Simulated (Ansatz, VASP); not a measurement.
**LiF: VASP beside Ansatz**

File INCAR:

```
ALGO = Normal
EDIFF = 1E-7
EDIFFG = -0.01
ENCUT = 600
GGA = PS
IBRION = 2
ISIF = 3
ISMEAR = 1
IVDW = 12
LASPH = T
LCHARG = F
LREAL = F
LWAVE = F
NELM = 80
NSW = 60
PREC = Accurate
SIGMA = 0.02
```

The input KPOINTS:

```
k-points
0
Gamma
  8 8 8
```

POSCAR

```
LiF
1.0
    2.5595330000      0.0000000000      0.0000000000
    0.0000000000      2.5595330000      0.0000000000
    0.0000000000      0.0000000000      2.5595330000
Li F
1 1
Direct
    0.0000000000      0.0000000000      0.0000000000
    0.5000000000      0.5000000000      0.5000000000
```

Input for Ansatz:

```yaml
crystal:
  lattice:
    - [2.559533, 0.0, 0.0]
    - [0.0, 2.559533, 0.0]
    - [0.0, 0.0, 2.559533]
  atoms:
    - { symbol: Li, position: [0.0, 0.0, 0.0] }
    - { symbol: F, position: [0.5, 0.5, 0.5] }
basis:
  ecutwfc: 420.0
kpoints:
  mp_grid:
    grid: [8, 8, 8]
hamiltonian:
  xc: pbesol
  dispersion: d3bj
scf:
  occupations:
    method: cold
    width: 0.02
relax:
  max_steps: 40
  cell: {}
```

Measurements of this composition are mostly on another form, of space group No. 225.

Alike in both runs: task relaxation of cell and atoms; functional PBEsol; dispersion D3(BJ); k mesh 8 × 8 × 8; no spin polarisation.

```csv
,VASP,Ansatz
version,VASP 6.6.1,Ansatz 0.2.0
potentials or method,"VASP PAW PBE potentials, release 64 (Li_sv, F)","plane waves, PAW"
plane-wave cutoff (eV),600,420
occupations,"methfessel-paxton of order 1, width 0.02 eV","cold, width 0.02 eV"
valence electrons in the cell,10,10
```

Ansatz gave:

- relaxed volume (Å³/atom): 7.71
- relaxed cell length with the largest relative difference (Å): 2.490
- energy change over the relaxation (meV/atom): -13

**Question.** Estimate VASP's values.

**Answer.** Relaxed volume (Å³/atom): 7.64; relaxed cell length with the largest relative difference (Å): 2.481; energy change over the relaxation (meV/atom): -16.

Caveats: the cutoff is under 1.25 times the usual one of these potentials, so pressure, stress and relaxed cells hold a basis-set (Pulay) error (VASP); the PAW data sets were made with another functional, which shifts forces and pressure a little (VASP). A k mesh can miss the band edges.
